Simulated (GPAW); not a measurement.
CdS (Hawleyite) in GPAW: convergence with plane-wave cutoff (eV)

Crystal: CdS (Hawleyite).

```
Cd S
1.0
     0.00000    2.91650    2.91650
     2.91650    0.00000    2.91650
     2.91650    2.91650    0.00000
Cd S
1 1
Direct
  0.00000 0.00000 0.00000
  0.75000 0.75000 0.75000
```

```yaml
Program: GPAW 26.7.0
Task: convergence study
Functional: RPBE
Potentials_or_basis: the program's PAW data sets (release 1.2.1) made for this functional
Cutoff: 200 eV
Basis: pw
k_mesh: 8 × 8 × 8
Occupations: fermi-dirac, width 0.05 eV
Spin: no spin polarisation
```

These are the settings of the first run; the series varies plane-wave cutoff (eV), with any setting tied to it.

Hardware: 1 thread of Arm Neoverse V1, on a shared host.

| plane-wave cutoff (eV) | energy less the tightest run, at zero smearing (meV/atom) | pressure (GPa) | gap on the mesh (eV) | SCF cycles | CPU time (s) | peak memory (GiB) |
| --- | --- | --- | --- | --- | --- | --- |
| 200 | 473.67 | -6.93 | 1.296 | 10 | 5.7 | 0.12 |
| 250 | 287.77 | 4.52 | 1.272 | 10 | 6.4 | 0.13 |
| 300 | 232.79 | 2.49 | 1.284 | 10 | 10 | 0.13 |
| 350 | 132.82 | 2.08 | 1.300 | 10 | 11 | 0.13 |
| 400 | 59.04 | 3.06 | 1.309 | 10 | 9.8 | 0.14 |
| 500 | 8.56 | 4.58 | 1.312 | 10 | 18 | 0.15 |
| 600 | 2.82 | 4.85 | 1.311 | 10 | 19 | 0.16 |
| 800 | 0.77 | 4.87 | 1.309 | 10 | 28 | 0.18 |
| 1000 | 0.00 | 4.88 | 1.309 | 10 | 32 | 0.22 |

Against the tightest run, the energy stays within 1 meV/atom from 800 on; the pressure stays within 0.1 GPa from 600 on; the gap on the mesh stays within 0.01 eV from 350 on. The tightest run that finished is the yardstick and may itself not be fully converged.
